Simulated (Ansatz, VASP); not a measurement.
Si in VASP and in Ansatz

```
Si
1.0
     3.84720    0.00000    0.00000
    -1.92360    3.33177    0.00000
     0.00000    0.00000   18.44470
Si
4
Direct
  0.33333 0.66667 0.26958
  0.66667 0.33333 0.24397
  0.77778 0.22222 0.51314
  0.11111 0.88889 0.48753
```

Alike in both runs: task single point; functional PBE; dispersion D3(BJ); k mesh 9 × 9 × 1; occupations gaussian, width 0.1 eV; no spin polarisation.

```csv
,VASP,Ansatz
version,VASP 6.6.1,Ansatz 0.2.0
potentials or method,"VASP PAW PBE potentials, release 64 (Si)","scalar-relativistic, plane waves, PAW"
plane-wave cutoff (eV),520,420
valence electrons in the cell,16,16
```

|  | VASP | Ansatz | Ansatz less VASP |
| --- | --- | --- | --- |
| gap on the k mesh at the Fermi level (eV) | 0.20 | 0.20 | 0.000 |
| least direct gap on the mesh (eV) | 0.20 | 0.20 | 0.000 |
| rms of the force components (eV/Å) | 0.061 | 0.063 | +0.0019 |

Atom by atom the forces differ by 0.004 eV/Å (rms over components). Ansatz warned: «xc_potential_rough_in_thin_density».
